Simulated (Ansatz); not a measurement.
Co:

```
CELL_PARAMETERS angstrom
2.47200 0.00000 0.00000
-1.23600 2.14081 0.00000
0.00000 0.00000 4.02114
ATOMIC_POSITIONS crystal
Co 0.66667 0.33333 0.75000
Co 0.33333 0.66667 0.25000
```

| Property | Result |
| --- | --- |
| Program | Ansatz 0.2.0 |
| Task | relaxation of cell and atoms |
| Functional | PBE |
| Potentials or basis | all-electron LAPW, scalar-relativistic |
| Basis error allowed | 0.001 eV/atom |
| k mesh | 12 × 12 × 7 |
| Occupations | fermi-dirac, width 0.05 eV |
| Spin | collinear spin, ferromagnetic start |
| Starting moments | [2.0, 2.0] μB |

At the start: volume 10.64 Å³/atom.

**Question.** Where does the relaxation end?

**Answer.** Over 5 steps the energy falls by 3.8 meV/atom and the volume is 10.87 Å³/atom (+2.1 %); space group P6_3/mmc (No. 194, to 0.05 Å); moment 3.25 μB per cell.

Step by step:
```csv
step,energy change (eV),largest force (eV/Å),volume (Å³)
1,0.0000,0.0000,21.28
2,-0.0056,0.0000,21.51
3,-0.0075,0.0000,21.73
4,-0.0076,0.0000,21.74
5,-0.0075,0.0000,21.74
```

Final structure:
```cif
data_structure
_symmetry_space_group_name_H-M 'P 1'
_symmetry_Int_Tables_number 1
_cell_length_a 2.4967
_cell_length_b 2.4967
_cell_length_c 4.0266
_cell_angle_alpha 90.000
_cell_angle_beta 90.000
_cell_angle_gamma 120.000
_cell_volume 21.74
loop_
_atom_site_label
_atom_site_type_symbol
_atom_site_fract_x
_atom_site_fract_y
_atom_site_fract_z
_atom_site_occupancy
Co1 Co 0.66667 0.33333 0.75000 1
Co2 Co 0.33333 0.66667 0.25000 1
```
